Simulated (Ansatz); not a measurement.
ZnO in the rocksalt structure, relaxed with r2SCAN, was run in the plane-wave code Ansatz under altered settings. All numbers are computed, without spin polarisation but where a row says otherwise.

```
Zn O
1.0
     0.00000    2.13377    2.13377
     2.13377    0.00000    2.13377
     2.13377    2.13377    0.00000
Zn O
1 1
Direct
  0.00000 0.00000 0.00000
  0.50000 0.50000 0.50000
```

The base run's other keys:
```yaml
kpoints:
  mp_grid: { grid: [4, 4, 4] }
hamiltonian:
  xc: hse06
scf:
  occupations: { method: fixed }
  n_extra_bands: 4
```

It takes 14 iterations with 339 plane waves at 420 eV and 8 k points, and leaves a mean stress of +0.93 GPa. The gap over this mesh is 2.763 eV.

Outcomes, with energy and stress as changes against the base:
```csv
setting,outcome,ΔF (meV/atom),Δ mean stress (GPa),gap on the mesh (eV),iterations
"PBE hybrid, exx coeff 0.5, omega 0.5 1/Å",converged,–,-3.7,3.374,18
hamiltonian.xc: cam_b3lyp,converged,–,0.0,5.968,14
"PBE hybrid, exx coeff 0.15, omega 0.1 1/Å",converged,–,+2.5,2.222,13
hamiltonian.xc: lc_wpbe,converged,–,-4.0,8.102,15
crystal.symmetry.detect: false,"converged, warned",0.0,0.0,2.763,15
```
A dash marks a value that wasn't obtained or can't be compared. Stress is positive in compression.

- PBE hybrid, exx coeff 0.5, omega 0.5 1/Å. That is 50 % exact exchange, screened with ω = 0.5 1/Å, against HSE06's 25 % screened at 0.208 1/Å. The mean stress moves by -3.7 GPa and the gap on the mesh by +0.611 eV (to 3.374). Totals of different functionals aren't comparable.
- hamiltonian.xc: cam_b3lyp. The mean stress moves by 0.0 GPa and the gap on the mesh by +3.205 eV (to 5.968). It's another functional on the same cell, so totals aren't comparable.
- PBE hybrid, exx coeff 0.15, omega 0.1 1/Å. That is 15 % exact exchange, screened with ω = 0.1 1/Å, against HSE06's 25 % screened at 0.208 1/Å. The mean stress moves by +2.5 GPa and the gap on the mesh by -0.541 eV (to 2.222). Totals of different functionals aren't comparable. The program warns that on this mesh the truncation of the exchange isn't bounded, so part of the change can be an error of the mesh.
- hamiltonian.xc: lc_wpbe. The mean stress moves by -4.0 GPa and the gap on the mesh by +5.339 eV (to 8.102). It's another functional on the same cell, so totals aren't comparable.
- crystal.symmetry.detect: false. It converges in 15 iterations against the base's 14, on 64 k points in place of 8. This key steers the way to the solution, not the solution: the results stay as they were. Warned: hybrid solves reversed points apart.

Within 1 meV an atom, 0.1 GPa and 0.005 eV of the base stay: crystal.symmetry.detect: false.

The stress of a hybrid is loosely converged in these runs.

The meshes of the hybrids are coarse, so their gaps aren't converged to the digits shown.
